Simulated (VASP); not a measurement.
# Cr (P6_3/mmc) in VASP: notebook, part 2 of 2

VASP 6.6.1. The steps go on from the part before.

### 3 Relaxation of cell and atoms, vdW-DF-cx, collinear spin, ferromagnetic start

Input file INCAR:

```
PREC = Accurate
ENCUT = 600
EDIFF = 1E-6
ISMEAR = -1
SIGMA = 0.05
LREAL = F
LASPH = T
NELM = 150
ALGO = Fast
ISIF = 3
LWAVE = F
LCHARG = F
ISPIN = 2
MAGMOM = 3 3
LORBIT = 11
LMAXMIX = 4
GGA = CX
LUSE_VDW = T
AGGAC = 0.0
IBRION = 2
NSW = 60
EDIFFG = -0.005
```

Input file KPOINTS:

```
regular mesh
0
Gamma
  8 8 5
```

Input file POSCAR:

```
Cr
1.0
    2.7140000000      0.0000000000      0.0000000000
   -1.3570000000      2.3503929459      0.0000000000
    0.0000000000      0.0000000000      4.4100000000
Cr
2
Direct
    0.6666666667      0.3333333333      0.7500000000
    0.3333333333      0.6666666667      0.2500000000
```

Potentials or basis: VASP PAW PBE potentials, release 64 (Cr_pv).

Launch:

```
$ cat potpaw_PBE.64/Cr_pv/POTCAR > POTCAR
$ mpirun -np 1 vasp_std > vasp.out
```

OUTCAR:

```text
PREC = Accurate
   ENCUT = 600
   EDIFF = 1E-6
   ISMEAR = -1
   LREAL = F
   LASPH = T
   NELM = 150
   ISIF = 3
   ISPIN = 2
   LORBIT = 11
   GGA = CX
   IBRION = 2
   NSW = 60
   EDIFFG = -0.005

 ion  position               nearest neighbor table
   1  0.667  0.333  0.750-   2 2.71   2 2.71   2 2.71   2 2.71   2 2.71   2 2.71
   2  0.333  0.667  0.250-   1 2.71   1 2.71   1 2.71   1 2.71   1 2.71   1 2.71

  LATTYP: Found a hexagonal cell.
 ALAT       =     2.7140000000
 C/A-ratio  =     1.6249078850

  Lattice vectors:

 A1 = (   2.7140000000,   0.0000000000,   0.0000000000)
 A2 = (  -1.3570000000,   2.3503929459,   0.0000000000)
 A3 = (   0.0000000000,   0.0000000000,   4.4100000000)

Analysis of symmetry for initial positions (statically):
=====================================================================
 Subroutine PRICEL returns:
 Original cell was already a primitive cell.

 Routine SETGRP: Setting up the symmetry group for a
 hexagonal supercell.

 Subroutine GETGRP returns: Found 24 space group operations
 (whereof 12 operations were pure point group operations)
 out of a pool of 24 trial point group operations.

The static configuration has the point symmetry D_3d.
 The point group associated with its full space group is D_6h.

Analysis of symmetry for dynamics (positions and initial velocities):
=====================================================================
 Subroutine PRICEL returns:
 Original cell was already a primitive cell.

 Routine SETGRP: Setting up the symmetry group for a
 hexagonal supercell.

 Subroutine GETGRP returns: Found 24 space group operations
 (whereof 12 operations were pure point group operations)
 out of a pool of 24 trial point group operations.

The dynamic configuration has the point symmetry D_3d.
 The point group associated with its full space group is D_6h.

Analysis of structural, dynamic, and magnetic symmetry:
=====================================================================
 Subroutine PRICEL returns:
 Original cell was already a primitive cell.

 Routine SETGRP: Setting up the symmetry group for a
 hexagonal supercell.

 Subroutine GETGRP returns: Found 24 space group operations
[... 135 lines left out ...]
   LEPSILON=     F    determine dielectric tensor
   LRPA    =     F    only Hartree local field effects (RPA)
 conjugate gradient relaxation of ions
 spin polarized calculation
 RMM-DIIS sequential band-by-band and
  energy-cutoff  :      600.00
  volume of cell :       28.13
 maximum number of plane-waves:       966
 NGX is ok and might be reduce to    24
   NGX = 11   NGY = 11   NGZ = 17

--------------------------------------- Ionic step        1  -------------------------------------------

 number of electron      24.0000013 magnetization       1.7786319

 Free energy of the ion-electron system (eV)
  ---------------------------------------------------
  ext. energy  EPLUGINS =         0.00000000
  ---------------------------------------------------
  free energy    TOTEN  =       -12.29244946 eV

  energy without entropy =      -12.26001367  energy(sigma->0) =      -12.27623156

 E-fermi :   8.1389     XC(G=0): -12.6536

 val. band max:        8.1360719105   @ k =   0.1250   0.1250   0.4000
 cond. band min:       8.1434577513   @ k =   0.0000   0.0000   0.0000
 fundamental gap:      0.0073858408
 Fermi energy:         8.1388532440

 spin component 1

 k-point     1 :       0.0000    0.0000    0.0000
  band No.  band energies     occupation
      1     -35.1599      1.00000
      2     -34.8132      1.00000
      3     -34.8132      1.00000
      4     -34.7465      1.00000
      5     -34.7465      1.00000
      6     -34.6705      1.00000
[... 1162 lines left out ...]
  energy  without entropy=      -12.9062893760  energy(sigma->0) =      -12.92586963

Total vdW correction in eV:      3.6780744

[... ionic steps 4 to 13 ...]

--------------------------------------- Ionic step       14  -------------------------------------------

 number of electron      24.0000001 magnetization       0.0000002

 number of electron      24.0000001 magnetization      -0.0000041
[... 75 lines left out ...]
--------------------------------------- Ionic step       16  -------------------------------------------

 number of electron      24.0000001 magnetization      -0.0000004

 Free energy of the ion-electron system (eV)
  ---------------------------------------------------
  ext. energy  EPLUGINS =         0.00000000
  ---------------------------------------------------
  free energy    TOTEN  =       -13.02924635 eV

  energy without entropy =      -13.00077328  energy(sigma->0) =      -13.01500982

 E-fermi :  10.8383     XC(G=0): -13.8158

 val. band max:       10.8318657566   @ k =   0.1250  -0.0000   0.0000
 cond. band min:      10.8393285344   @ k =   0.3750   0.1250   0.2000
 fundamental gap:      0.0074627778
 Fermi energy:        10.8382888034

 spin component 1

 k-point     1 :       0.0000    0.0000    0.0000
  band No.  band energies     occupation
      1     -32.3841      1.00000
      2     -31.6235      1.00000
      3     -31.4225      1.00000
      4     -31.4225      1.00000
      5     -31.3511      1.00000
      6     -31.3511      1.00000
[... 1084 lines left out ...]
  energy  without entropy=      -13.0007732839  energy(sigma->0) =      -13.01500982

Total vdW correction in eV:      3.6685802

 reached required accuracy - stopping structural energy minimisation

 total charge

# of ion       s       p       d       tot
------------------------------------------
    1        0.439   6.387   4.280  11.107
    2        0.439   6.387   4.280  11.107
--------------------------------------------------
tot          0.878  12.774   8.561  22.213

 magnetization (x)

# of ion       s       p       d       tot
------------------------------------------
    1       -0.000   0.000  -0.000  -0.000
    2       -0.000   0.000  -0.000  -0.000
--------------------------------------------------
tot         -0.000   0.000  -0.000  -0.000
```

OSZICAR:

```text
N       E                     dE             d eps       ncg     rms          rms(c)
DAV:   1     0.262615270735E+03    0.26262E+03   -0.15229E+04  2280   0.165E+03
DAV:   2    -0.570589157107E+01   -0.26832E+03   -0.26297E+03  2304   0.455E+02
DAV:   3    -0.143181585503E+02   -0.86123E+01   -0.84534E+01  2403   0.961E+01
[... 171 lines left out ...]
       N       E                     dE             d eps       ncg     rms          rms(c)
DAV:   1    -0.130299227529E+02   -0.68041E-03   -0.13375E-02  2289   0.154E+00    0.223E-01
RMM:   2    -0.130292521508E+02    0.67060E-03   -0.33270E-03  2284   0.556E-01    0.417E-02
RMM:   3    -0.130292505350E+02    0.16158E-05   -0.17317E-04  2282   0.106E-01    0.198E-02
RMM:   4    -0.130292466278E+02    0.39071E-05   -0.19167E-05  2255   0.375E-02    0.601E-03
RMM:   5    -0.130292463543E+02    0.27357E-06   -0.32614E-06  1453   0.200E-02
  16 F= -.13029246E+02 E0= -.13015010E+02  d E =-.407616E-05  mag=    -0.0000
```

CONTCAR:

```text
Cr
   1.00000000000000
     2.4532497388766101    0.0000000000000000   -0.0000000000000000
    -1.2266248694383051    2.1245765957155620    0.0000000000000000
    -0.0000000000000000    0.0000000000000000    4.3982077787658014
  Cr
     2
Direct
     0.6666666667000030    0.3333333332999970    0.7500000000000000
     0.3333333332999970    0.6666666667000030    0.2500000000000000

  0.00000000E+00  0.00000000E+00  0.00000000E+00
  0.00000000E+00  0.00000000E+00  0.00000000E+00
```

It took 9.8 min on 1 thread of Intel Xeon Platinum 8488C (Sapphire Rapids), shared host; peak memory 0.35 GiB.

What came out:

| Property | Result |
| --- | --- |
| Free energy | -13.0292 eV |
| Relaxed volume | 11.46 Å³/atom |
| Relaxed cell | a = 2.453 Å, b = 2.453 Å, c = 4.398 Å, α = 90.00°, β = 90.00°, γ = 120.00° |
| Space group after relaxing (to 0.05 Å) | P6_3/mmc (No. 194) |
| Energy gained by relaxing | 368.4 meV/atom |
| Ionic steps | 16 |
| Pressure after relaxing | 0.0 GPa |
| Band gap on the k mesh | none (metal or under the smearing width) |
| Net moment | 0.00 μB per cell |
| Valence electrons inside the program's atomic spheres | Cr 11.11 |

Stress tensor (GPa, compression positive):
```
 0.03  0.00  0.00
 0.00  0.03  0.00
 0.00  0.00 -0.07
```

Step by step:
```csv
step,energy change (eV),largest force (eV/Å),pressure (GPa),volume (Å³)
1,0.0000,0.0000,-31.42,28.13
2,0.3846,0.0000,89.71,18.33
3,-0.6530,0.0000,-1.76,23.05
4,-0.6544,0.0000,-0.23,22.90
5,-0.6544,0.0000,0.83,22.81
6,-0.7061,0.0000,2.50,22.66
7,-0.5804,0.0000,14.13,22.07
8,-0.7271,0.0000,4.10,22.55
9,-0.7293,0.0000,5.50,22.48
10,-0.7047,0.0000,-7.80,23.77
11,-0.7356,0.0000,0.92,22.88
12,-0.7365,0.0000,-0.52,22.99
13,-0.7368,0.0000,0.05,22.95
14,-0.7368,0.0000,-0.31,22.96
15,-0.7368,0.0000,-0.14,22.95
16,-0.7368,0.0000,0.00,22.92
```

Final structure:
```xyz
2
Lattice="2.4532 0.0000 0.0000 -1.2266 2.1246 0.0000 0.0000 0.0000 4.3982" Properties=species:S:1:pos:R:3 pbc="T T T"
Cr    1.2266    0.7082    3.2987
Cr    0.0000    1.4164    1.0996
```

Caveat: the starting moments collapsed, and a magnetic state may lie lower; the volume moved by over 15 % at a fixed basis, so the end points are rough; the PAW data sets were made with another functional, which shifts forces and pressure a little.

### 4 For comparison

An earlier run on the cell as given: functional PBE; potentials or basis VASP PAW PBE potentials, release 64 (Cr_pv); cutoff 520 eV; k mesh 11 × 11 × 6; occupations fermi-dirac, width 0.05 eV; collinear spin, ferromagnetic start; starting moments [3.0, 3.0] μB.

- Pressure: -25.5 GPa
- Band gap on the k mesh: none (metal or under the smearing width)
- Net moment: 1.77 μB per cell
- Site moments: Cr +0.82 μB
- Valence electrons inside the program's atomic spheres: Cr 10.72
